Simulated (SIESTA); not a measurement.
Crystal: SrO.

```
Sr O
1.0
     3.55329    0.00000    0.00000
    -1.77664    3.07724    0.00000
     0.00000    0.00000    6.21730
Sr O
2 2
Cartesian
  1.7766 1.0257 4.6630
  0.0000 2.0515 1.5543
  0.0000 0.0000 3.1087
  0.0000 0.0000 0.0000
```

Measurements of this composition are mostly on another form, of space group No. 225.

Base run:

| Property | Result |
| --- | --- |
| Program | SIESTA 5.4.2 |
| Functional | LDA |
| Potentials or basis | PseudoDojo 0.4 standard (LDA files) |
| Basis | DZP (energy shift 0.003 Ry; two zetas on semicore shells; d shell added on Sr) |
| Grid cutoff | 800 Ry |
| Energy shift | 0.003 Ry |
| k mesh | 9 × 9 × 5 |
| Occupations | fermi-dirac, width 0.05 eV |
| Spin | no spin polarisation |

Its results: band gap on the k mesh 2.90 eV, indirect (least direct gap 3.00 eV); pressure -5.2 GPa.

Task: The run is repeated on the same cell with these changes: functional from LDA to PBEsol; potentials or basis from PseudoDojo 0.4 standard (LDA files) to PseudoDojo 0.4 standard (PBEsol files). What comes out?

Result: Band gap on the k mesh 2.96 eV, indirect (least direct gap 3.05 eV); pressure -1.9 GPa.

Caveats: the basis of atomic orbitals isn't converged, which shifts pressures, moduli and gaps.
